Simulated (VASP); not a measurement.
# Al16P16H (a cell with a defect): single point with PBE

The system is Al16P16H (a cell with a defect).

```
Al P H
1.0
    -5.50734   -5.50734    5.50734
     5.50734    5.50734    5.50734
    -5.50734    5.50734   -5.50734
Al P H
16 16 1
Direct
  0.75475 0.50000 0.75475
  0.00000 0.50000 0.50365
  0.75000 0.75000 0.50000
  0.24525 0.50000 0.24525
  0.00000 0.74525 0.24525
  0.75000 0.00000 0.25000
  0.50365 0.50000 0.00000
  0.24525 0.74525 0.00000
  0.00000 0.00365 0.00000
  0.75475 0.25475 0.00000
  0.50000 0.75000 0.75000
  0.25000 0.00000 0.75000
  0.00000 0.25475 0.75475
  0.49635 0.99635 0.49635
  0.25000 0.25000 0.50000
  0.50000 0.25000 0.25000
  0.00000 0.75451 0.00000
  0.25059 0.75059 0.75262
  0.00000 0.00203 0.74941
  0.49797 0.74738 0.49797
  0.24738 0.99797 0.49797
  0.00000 0.24941 0.50203
  0.75262 0.75059 0.25059
  0.49797 0.99797 0.24738
  0.25059 0.25262 0.25059
  0.00000 0.50000 0.25451
  0.74941 0.00203 0.00000
  0.50203 0.24941 0.00000
  0.25451 0.50000 0.00000
  0.74549 0.24549 0.74549
  0.50203 0.50000 0.74941
  0.74941 0.50000 0.50203
  0.00000 0.50000 0.00000
```

The cell isn't the ideal one: H interstitial, charge -1, atoms relaxed at the host's cell.

```json
{"Program": "VASP 6.6.1", "Task": "single point", "Functional": "PBE", "Potentials or basis": "VASP PAW PBE potentials, release 64 (Al, P, H)", "Cutoff": "520 eV", "k mesh": "2 × 2 × 2, shifted", "Occupations": "gaussian, width 0.01 eV", "Spin": "no spin polarisation"}
```

```json
{
  "Largest force": "0.005 eV/Å",
  "Band gap on the k mesh": "0.65 eV, direct"
}
```

Forces in eV/Å, atoms in the order of the input:
```
Al  -0.003  0.000  0.000
Al  -0.001  0.001 -0.001
Al   0.000  0.000  0.000
Al   0.003  0.000  0.000
Al   0.000 -0.003  0.000
Al   0.000  0.000  0.000
Al  -0.001 -0.001  0.001
Al   0.000  0.000 -0.003
Al   0.001  0.001  0.001
Al   0.000  0.000  0.003
Al   0.000  0.000  0.000
Al   0.000  0.000  0.000
Al   0.000  0.003  0.000
Al   0.001 -0.001 -0.001
Al   0.000  0.000  0.000
Al   0.000  0.000  0.000
P   -0.001 -0.001 -0.001
P    0.002 -0.002 -0.004
P   -0.002  0.004 -0.002
P    0.004  0.002  0.002
P   -0.002 -0.004  0.002
P    0.002  0.004  0.002
P    0.002 -0.004 -0.002
P   -0.002  0.002 -0.004
P    0.004 -0.002 -0.002
P    0.001 -0.001  0.001
P   -0.002 -0.002  0.004
P    0.002  0.002  0.004
P    0.001  0.001 -0.001
P   -0.001  0.001  0.001
P   -0.004  0.002 -0.002
P   -0.004 -0.002  0.002
H    0.000  0.000  0.000
```

Levels at points of the mesh, in eV from the valence-band top:
```
           k point  band 62  band 63  band 64  band 65  band 66  band 67  band 68  band 69
(0.25, 0.25, 0.25)    -1.81    -1.81    -1.81    -0.23     1.34     1.34     1.34     1.40
```

Wall time 5.5 min on 1 thread of Intel(R) Xeon(R) Platinum 8488C (Sapphire Rapids), with other jobs on the host, peak memory 0.78 GiB.

Caveat: the cell carries a net charge on a neutralising background, which shifts energy and pressure; the cell is charged against a uniform background, so pressure and absolute levels hang on convention.
